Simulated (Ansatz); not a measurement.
**P: what symmetry allows forces and stress to be**

```
P
1.0
     1.79260   -5.29688    0.00000
     1.79260    5.29688    0.00000
     0.00000    0.00000    4.54355
P
4
Direct
  0.09516 0.90484 0.90932
  0.59516 0.40484 0.59068
  0.90484 0.09516 0.09068
  0.40484 0.59516 0.40932
```

The calculation used Ansatz, DFT PBE, scalar-relativistic, plane waves, PAW.

Settings: cutoff 420 eV, Γ-centred mesh 12×12×8 on the computed 4-atom cell, Gaussian smearing of 0.05 eV; no spin polarisation.

This distorted cell has space group Cmce, with 8 operations.

Without a calculation: in which directions can each atom feel a force?

A force must be left unchanged by every operation that keeps its atom in place, so it lies in the space that those operations leave fixed. Atoms that the group maps onto each other feel forces of one size.
| atom | site symmetry | operations at the site | equivalent to atom | allowed force (Cartesian) |
| --- | --- | --- | --- | --- |
| P1 | m.. | 2 | 1 | in the plane normal to (1.00, 0.00, 0.00) |
| P2 | m.. | 2 | 1 | in the plane normal to (1.00, 0.00, 0.00) |
| P3 | m.. | 2 | 1 | in the plane normal to (1.00, 0.00, 0.00) |
| P4 | m.. | 2 | 1 | in the plane normal to (1.00, 0.00, 0.00) |

That leaves 2 independent force components of 12. A relaxation in this cell that keeps the symmetry moves the atoms in these directions alone.

And the stress tensor?

It must be invariant under the point group, which leaves 3 independent components: yz, xz, xy vanish.

Do the computed values obey this?

Yes. Forces (eV/Å):
```
P1   0.000 -0.740 -0.092
P2   0.000 -0.740  0.092
P3   0.000  0.740  0.092
P4   0.000  0.740 -0.092
```

Stress (GPa, compression positive, xx yy zz yz xz xy): -10.03 5.98 -0.85 0.00 0.00 0.00. The program imposes the same operations on density, forces and stress, so this confirms the analysis and is no independent test of the calculation.

The cell holds layers, and where no dispersion correction was added their binding is poorly described.